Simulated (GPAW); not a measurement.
# Ge (P6_3mc) in GPAW: further runs

One crystal, Ge, is run at these levels: PBEsol; tasks: band structure.

Program: GPAW 26.7.0. These are calculated values, not measurements. Logs are shortened: lines on timing, memory, paths and dates and some standing lists are left out, and cuts for length are marked. The log counts tension as positive stress, the text compression.

**1. Starting point**

The structure is hexagonal, space group P6_3mc (No. 186). The conventional cell has a = 3.888 Å, b = 3.888 Å, c = 10.993 Å, α = 90.00°, β = 90.00°, γ = 120.00°. Around Ge (site symmetry 3m) lie 3 Ge at 2.35 Å. Around Ge (site symmetry 3m) lie 3 Ge at 2.35 Å.

This isn't the form of Ge at room conditions, which is diamond.

**2. Band structure, PBEsol, 35.99 Å³/atom**

The input, run.py:

```python
from ase import Atoms
from ase.dft.bandgap import bandgap
from ase.io import write
from ase.units import GPa
from gpaw import GPAW, PW, setup_paths

setup_paths.insert(0, '.')

atoms = Atoms(['Ge', 'Ge', 'Ge', 'Ge'],
              cell=[[3.8883883556, 0.0, 0.0],
                    [-1.9441941778, 3.3674430957, 0.0],
                    [0.0, 0.0, 10.993359]],
              scaled_positions=[[0.6666666667, 0.3333333333, 0.414848],
                                [0.3333333333, 0.6666666667, 0.914848],
                                [0.0, 0.0, 0.477452],
                                [0.0, 0.0, 0.977452]],
              pbc=True)

calc = GPAW(mode=PW(600),
            xc='PBEsol',
            kpts={'size': (6, 6, 2), 'gamma': True},
            occupations={'name': 'fermi-dirac', 'width': 0.05},
            nbands=18,
            convergence={'density': 1e-05, 'energy': 1e-05},
            maxiter=150,
            txt='gpaw.txt')
atoms.calc = calc
energy = atoms.get_potential_energy()
forces = atoms.get_forces()
stress = atoms.get_stress()
calc.write('gs.gpw')
write('result.traj', atoms)
print(f'Energy: {energy:.6f} eV')
print('Forces (eV/A):')
print(forces.round(4))
print('Stress (GPa):', (stress / GPa).round(3))
print('Fermi level:', round(calc.get_fermi_level(), 4), 'eV')
print(f'Gap: {bandgap(calc)[0]:.4f} eV, direct: {bandgap(calc, direct=True)[0]:.4f} eV')

path = atoms.cell.bandpath('GMKGALHA,LM,KH', npoints=80, eps=1e-4)
bs_calc = calc.fixed_density(kpts=path, symmetry='off', nbands=39,
                             convergence={'bands': 'CBM+6.0', 'eigenstates': 1e-6}, txt='bands.txt')
bs = bs_calc.band_structure()
bs.write('bs.json')
print(f'Gap on the path: {bandgap(bs_calc)[0]:.4f} eV')
```

Potentials or basis: PAW data sets generated in the run's folder for this functional, pw.

Launch:

```console
> gpaw-setup -f PBEsol Ge
> OMP_NUM_THREADS=1 python run.py
```

gpaw.txt:

```text
__  _  _
 | _ |_)|_||  |
 |__||  | ||/\| - 26.7.0

Input parameters:
  mode=PW(ecut=600.0),
  convergence={'density': 1e-05, 'energy': 1e-05},
  kpts=MonkhorstPack(size=(6, 6, 2), gamma=True),
  maxiter=150,
  nbands=18,
  occupations=Occupations(name='fermi-dirac', width=0.05),
  xc=XC(name='PBEsol')

Diagonalizing LCAO Hamiltonian
Converting LCAO to pw mode

       GeGe

       Ge    Ge

Atoms  # Å, Bohr magnetons
|   | symbol |         x |        y |         z |    initial magnetic moments |
|---|--------|-----------|----------|-----------|-----------------------------|
| 0 |     Ge |  1.944194 | 1.122481 |  4.560573 | ( 0.0000,  0.0000,  0.0000) |
| 1 |     Ge | -0.000000 | 2.244962 | 10.057252 | ( 0.0000,  0.0000,  0.0000) |
| 2 |     Ge |  0.000000 | 0.000000 |  5.248801 | ( 0.0000,  0.0000,  0.0000) |
| 3 |     Ge |  0.000000 | 0.000000 | 10.745481 | ( 0.0000,  0.0000,  0.0000) |

Unit cell  # Å
| periodic |         x |        y |         z |   lengths |     angles |
|----------|-----------|----------|-----------|-----------|------------|
|      yes |  3.888388 | 0.000000 |  0.000000 |  3.888388 |  90.000000 |
|      yes | -1.944194 | 3.367443 |  0.000000 |  3.888388 |  90.000000 |
|      yes |  0.000000 | 0.000000 | 10.993359 | 10.993359 | 120.000000 |

Number of symmetries: 6
Symmetry operations  # r_c * U_cc + t_c -> r_c
|   | kind |            matrix            |
|---|------|------------------------------|
| 0 |  σ   |  1, 1, 0,  0,-1, 0,  0, 0, 1 |
| 1 |  E   |  1, 0, 0,  0, 1, 0,  0, 0, 1 |
| 2 |  C3  |  0, 1, 0, -1,-1, 0,  0, 0, 1 |
| 3 |  σ   |  0,-1, 0, -1, 0, 0,  0, 0, 1 |
| 4 |  σ   | -1, 0, 0,  1, 1, 0,  0, 0, 1 |
| 5 |  C3  | -1,-1, 0,  1, 0, 0,  0, 0, 1 |

BZ-sampling:
  Number of BZ points: 72
  Number of IBZ points: 14

  Monkhorst-Pack size: [6, 6, 2]
  Monkhorst-Pack shift: [0.08333333333333333, 0.08333333333333333, 0.25]

K-points  # in reciprocal-cell coordinates
|     |                                coordinates |     weight |
|-----|--------------------------------------------|------------|
|   0 | (  0.00000000,   0.00000000,   0.00000000) | 0.01388889 |
|   1 | (  0.00000000,   0.00000000,   0.50000000) | 0.01388889 |
|   2 | (  0.16666667,   0.00000000,   0.00000000) | 0.08333333 |
|   3 | (  0.16666667,   0.00000000,   0.50000000) | 0.08333333 |
|   4 | (  0.33333333,  -0.16666667,   0.00000000) | 0.08333333 |
|   5 | (  0.33333333,  -0.16666667,   0.50000000) | 0.08333333 |
|   6 | (  0.33333333,   0.00000000,   0.00000000) | 0.08333333 |
|   7 | (  0.33333333,   0.00000000,   0.50000000) | 0.08333333 |
|   8 | (  0.33333333,   0.33333333,   0.00000000) | 0.02777778 |
|   9 | (  0.33333333,   0.33333333,   0.50000000) | 0.02777778 |
| ... |                                            |            |
|  13 | (  0.50000000,   0.50000000,   0.50000000) | 0.04166667 |

Plane wave coefficients: 4844
Cutoff: 600.0 eV

Spin-components: 1 (collinear spins)
Bands:           18
Projectors:      20
Spin-degeneracy: 2
Datatype:        complex128

Parallelization:
  kpt:    1
  domain: 1
  band:   1

Density:
  Valence electrons: 16.0
  Components: 1
  Grid points: [24 24 63]
  Charge: 0.0  # |e|

Potential:
  Grid points: [24 24 63]

species:
  Ge:
    name:    Germanium
    Z:       32.0
    valence: 4
    core:    28
    charge:  0.0  # [|e|]
    compensation charges:
      type: gauss
      rc: 0.32  # [Å]
      lmax: 2
    cutoffs:
      filter: 1.77  # [Å]
      core: 3.42  # [Å]
    projectors
    | kind |    occ | energy [eV] | rcut [Å] |
    |------|--------|-------------|----------|
    |   4s |  2.000 |     -11.738 |    1.005 |
    |   4p |  2.000 |      -3.898 |    1.005 |
    |    s |        |      15.473 |    1.005 |
    |    p |        |      23.314 |    1.005 |
    |    d |        |       0.000 |    1.005 |

    Using partial waves for Ge as LCAO basis

Reference energy: -228223.039753  # eV

eigensolver:
  PPCG
  Converge bands: occupied
  niter=2

density mixing:
  MSR1-Mixer
  Pratt-step length: 0.05
  Maximum mixing coefficient: 0.75
  Old densities: 10
  SVD Regularization: 0.005
  Good broyden scale: 1.0
  Trust region scale: 1.0
  Backstep threshold: 4.0
  History deletion threshold: 6.0
  Fourier metric: weight=20.0, sigma=0.015

occupation numbers:
  Fermi-Dirac:
    width: 0.0500  # eV

poisson solver:
  ecut: 4800.0  # eV

xc functional:
  name: PBEsol with 2 nearest neighbor stencil

convergence criteria:
- Maximum integral of absolute [dens]ity change: 1e-05 electrons / valence electron
- Maximum [total energy] change in last 3 cyles: 1e-05 eV / valence electron
- Maximum integral of absolute [eigenst]ate change: 4e-08 eV^2 / valence electron
maximum number of iterations: 150

SCF iterations
|iter     | |      energy | eigst |  dens |
|---------|-|-------------|-------|-------|
|iter:   1| |  -17.510724 | -0.15 |       |
|iter:   2| |  -17.491845 | -2.05 | -0.94 |
|iter:   3| |  -17.276892 | -2.02 | -0.97 |
|iter:   4| |  -17.279554 | -3.16 | -1.69 |
|iter:   5| |  -17.281149 | -4.27 | -2.11 |
|iter:   6| |  -17.281050 | -5.28 | -2.67 |
|iter:   7| |  -17.280891 | -5.97 | -2.77 |
|iter:   8| |  -17.280886 | -6.66 | -3.31 |
|iter:   9| |  -17.280886c| -7.44c| -3.73 |
|iter:  10| |  -17.280887c| -8.18c| -3.97 |
|iter:  11| |  -17.280887c| -7.66c| -4.48 |
|iter:  12| |  -17.280887c| -8.79c| -5.43c|

Converged in 12 steps
Energy contributions relative to reference atoms: (reference = -228223.039753)

Energy contributions:
  Kinetic:          57.476818
  Coulomb:         -52.221057
  Zero:             -0.004851
  External:          0.000000
  Xc:              -22.525633
  Entropy:          -0.012328
  Spinorbit:         0.000000
  ----------------------------
  Free energy:     -17.287051
  Extrapolated:    -17.280887

dipole moment: (-12.710472, -22.015183, 29.223251)  # |e|*Ang

Fermi level: 1.740
Eigenvalues  # (at kpt = [0.000, 0.000, 0.000])
| band index |      eig [eV] | occ [0-2] |
|------------|---------------|-----------|
|          0 |       -10.028 |     2.000 |
|          1 |       -10.000 |     2.000 |
|          2 |        -2.118 |     2.000 |
|          3 |        -1.618 |     2.000 |
|          4 |         1.469 |     1.991 |
|          5 |         1.469 |     1.991 |
[... 8 lines left out ...]
|         14 |         5.952 |     0.000 |
|         15 |         5.952 |     0.000 |
|        ... |               |           |
|         17 |         8.984 |     0.000 |

No gap
No difference between direct/indirect transitions

Forces  # eV/Ang
|        x |        y |        z |
|----------|----------|----------|
|  0.00000 |  0.00000 | -0.15124 |  # Ge   0
| -0.00000 | -0.00000 | -0.15123 |  # Ge   1
|  0.00000 |  0.00000 |  0.15123 |  # Ge   2
|  0.00000 |  0.00000 |  0.15125 |  # Ge   3

Stress tensor  # eV/Ang^3
|         x |         y |        z |
|-----------|-----------|----------|
| -0.026078 | -0.000000 | 0.000000 |
| -0.000000 | -0.026078 | 0.000000 |
|  0.000000 |  0.000000 | 0.001343 |

# Writing to gs.gpw (mode='')
```

It took 3 min on 1 thread of Arm Neoverse V1, shared host; peak memory 0.54 GiB.

Results:

* Free energy: -17.2871 eV
* Pressure: 2.7 GPa
* Largest force: 0.151 eV/Å
* Band gap along the path: none (metal or under the smearing width)

Caveat: the density grid can change from cell to cell, which puts small steps into energies and stress.

**3. Band structure, PBEsol, 37.50 Å³/atom**

Changes to run.py since step 2:

```diff
@@ -9,4 +9,4 @@
 atoms = Atoms(['Ge', 'Ge', 'Ge', 'Ge'],
-              cell=[[3.8883883556, 0.0, 0.0],
-                    [-1.9441941778, 3.3674430957, 0.0],
+              cell=[[3.9693964464, 0.0, 0.0],
+                    [-1.9846982231, 3.4375981602, 0.0],
                     [0.0, 0.0, 10.993359]],
@@ -40,3 +40,3 @@
 path = atoms.cell.bandpath('GMKGALHA,LM,KH', npoints=80, eps=1e-4)
-bs_calc = calc.fixed_density(kpts=path, symmetry='off', nbands=39,
+bs_calc = calc.fixed_density(kpts=path, symmetry='off', nbands=40,
                              convergence={'bands': 'CBM+6.0', 'eigenstates': 1e-6}, txt='bands.txt')
```

Potentials or basis: PAW data sets generated in the run's folder for this functional, pw.

Launch:

```console
> gpaw-setup -f PBEsol Ge
> OMP_NUM_THREADS=1 python run.py
```

It took 3.1 min on 1 thread of Arm Neoverse V1, shared host; peak memory 0.57 GiB.

It converged, with:

```yaml
Free_energy: -17.3789 eV
Pressure: 0.4 GPa
Largest_force: 0.012 eV/Å
Band_gap_along_the_path: none (metal or under the smearing width)
```

Caveat: the density grid can change from cell to cell, which puts small steps into energies and stress.
